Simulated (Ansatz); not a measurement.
## TiO2 (monoclinic HfO2 sites, P2_1/c): the band gap by level of theory

All numbers come from Ansatz 0.2.0. The calculation is spin-unpolarised, and the structure need not be a phase that has been made.

A 12-atom cell of TiO2 built on monoclinic HfO2 (relaxed group P2_1/c), relaxed with r2SCAN. It is monoclinic, P2_1/c (No. 14); conventional cell a = 4.803 Å, b = 4.867 Å, c = 5.040 Å, β = 99.9°, 9.67 Å³ an atom. Around Ti lie 7 O at 1.86–2.22 Å; around O lie 4 Ti at 1.99–2.22 Å; around O lie 3 Ti at 1.86–2.03 Å.

```
Ti O
1.0
     4.80346    0.00000   -0.01848
     0.00000    4.86658    0.00000
    -0.84483    0.00000    4.96898
Ti O
4 8
Direct
  0.27701 0.44550 0.71455
  0.72299 0.94550 0.78545
  0.72299 0.55450 0.28545
  0.27701 0.05450 0.21455
  0.44631 0.74200 0.96345
  0.55369 0.24200 0.53655
  0.55369 0.25800 0.03655
  0.44631 0.75800 0.46345
  0.06358 0.32246 0.35212
  0.93642 0.82246 0.14788
  0.93642 0.67754 0.64788
  0.06358 0.17754 0.85212
```

Band edges at fixed r2SCAN geometry:

| level | k mesh | gap (eV) | kind | edges | least direct gap (eV) |
| --- | --- | --- | --- | --- | --- |
| PBE | 6×6×6 | 2.33 | indirect | Γ → Y₂ | 2.44 |
| r2SCAN | 6×6×6 | 2.70 | indirect | Γ → Y₂ | 2.80 |
| HSE06 | 4×4×4 | 3.84 | indirect | Γ → Y₂ | 3.96 |
| PBE0 | 4×4×4 | 4.59 | indirect | Γ → Y₂ | 4.72 |

PBE: smearing of 0.02 eV; the others have fixed occupations.
Wave cutoffs: 420 eV, 500 eV (r2SCAN).

HSE06 gives an indirect gap of 3.84 eV, from Γ to Y₂; the least direct gap is 3.96 eV at Y₂.

r2SCAN covers 24 % of the step from PBE to HSE06. All these functionals give a gap of the same kind, indirect.

r2SCAN (ground state on 4×4×4): The electronic dielectric tensor ε∞ is a tensor with principal values 6.44, 7.04, 7.20. Born charges, averaged over directions: Ti +5.46, O -2.82 to -2.63 e. The program notes that the ground state's band table doesn't vouch for all the bands that the response reads.

The meshes of the hybrids are coarse, so their gaps aren't converged to the digits shown.
